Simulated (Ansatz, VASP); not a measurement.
# Ba: VASP beside Ansatz

```
Ba
1.0
     0.00000    3.17063    3.17063
     3.17063    0.00000    3.17063
     3.17063    3.17063    0.00000
Ba
1
Direct
  0.00000 0.00000 0.00000
```

Alike in both runs: functional PBE; k mesh 12 × 12 × 12; occupations gaussian, width 0.1 eV; no spin polarisation.

Ansatz relaxed the structure, and its values are those at the end. VASP's run is a single point on that final structure, the one shown.

```csv
,VASP,Ansatz
version,VASP 6.6.1,Ansatz 0.2.0
potentials or method,"VASP PAW PBE potentials, release 64 (Ba_sv)","scalar-relativistic, plane waves, PAW"
plane-wave cutoff (eV),520,420
valence electrons in the cell,10,10
```

```csv
,VASP,Ansatz,Ansatz less VASP
gap on the k mesh at the Fermi level (eV),none,none,-
pressure (GPa),0.1,0.0,-0.04
```

A gap of «none» marks a metal or a gap that the smearing closes.

The runs have no spin-orbit coupling, so splittings on Ba are missing.
